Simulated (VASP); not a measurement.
GaN:

```
Ga N
1.0
     3.18067    0.00000    0.00000
    -1.59033    2.75454    0.00000
     0.00000    0.00000    5.18150
Ga N
2 2
Direct
  0.66667 0.33333 0.49916
  0.33333 0.66667 0.99916
  0.66667 0.33333 0.87584
  0.33333 0.66667 0.37584
```

The cell is a database's computed one.

Base run:

* Program: VASP 6.6.1
* Functional: r2SCAN
* Potentials or basis: VASP PAW PBE potentials, release 64 (Ga_d, N)
* Cutoff: 520 eV
* k mesh: 12 × 12 × 6
* Occupations: gaussian, width 0.02 eV
* Spin: no spin polarisation

Its results: band gap on the k mesh 2.36 eV, direct; pressure 1.5 GPa.

The run is repeated on the same cell with these changes: functional from r2SCAN to PBEsol; further incar settings from ALGO = Normal; EDIFF = 1e-07 to ALGO = Fast; EDIFF = 1e-07. What comes out?

Band gap on the k mesh 1.91 eV, direct; pressure 0.2 GPa.

Caveats: the PAW data sets were made with another functional, which shifts forces and pressure a little.

Not every run made on this cell is shown here.
